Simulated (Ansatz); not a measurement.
## A worked fit of the energy against the mesh, with one run withheld: ZnTe (R3m, 2 atoms in the cell)

```
ZnTe
1.0
    0.00000     3.04085     3.04085
    3.04085     0.00000     3.04085
    3.04085     3.04085     0.00000
Zn Te
1 1
Cartesian
  0.02887   0.02887   0.02887
  1.52042   1.52042   1.52042
```

Method of the run: PBE (plane waves, PAW; Ansatz, a program for electronic structure).

Base settings: basis.ecutwfc = 420 eV; kpoints.mp_grid.grid = 7 7 7; hamiltonian.xc = pbe; hamiltonian.pseudopotentials = {kind: paw} (the program's default PAW files); scf.occupations.method = fermi_dirac; scf.occupations.width = 0.05 eV.

The last step of the ladder, which sets the zero, is kpoints.mp_grid.grid = 20 20 20.

The starting cell has typed, rounded lattice constants, without a prior relaxation at this level. Its lattice was rescaled by up to half a per cent. One atom was moved a little off its site on purpose.

The meshes are centred on Γ.

In a gapped crystal the sum over the mesh converges exponentially with the size of the supercell that the mesh stands for: ln(ΔF) = a + b·N.

| kpoints.mp_grid.grid | divisions along the first axis | F less the last step's (meV/atom) | ln of it |
|---|---|---|---|
| 4 4 4 | 4 | 44.56 | 3.797 |
| 5 5 5 | 5 | ? | ? |
| 6 6 6 | 6 | 4.54 | 1.513 |
| 7 7 7 | 7 | 1.66 | 0.507 |
| 8 8 8 | 8 | 0.65 | -0.431 |

Q: Fit the line to the 4 rows given and predict the withheld one.

A: Means: x̄ = 6.2500, ȳ = 1.3465. Σ(x − x̄)(y − ȳ) = -9.295 and Σ(x − x̄)² = 8.750, so b = -1.062 and a = ȳ − b·x̄ = 7.9840; each further division cuts the miss by a factor of 2.9. The largest residual of the fitted rows is 0.099. At x = 5 the line gives 2.674, that is 14.5 meV/atom. The run gave 13.49 meV/atom, a miss of 1.01 meV/atom (7 %). The table is a window of a longer ladder. The rows were chosen because the form fits them, the withheld one included, so this shows the method and is no test of the form.

Left out of this page: 10 runs of the series outside the window shown, repeating another row's setting, or not comparable.

Keys are those of Ansatz 0.2.
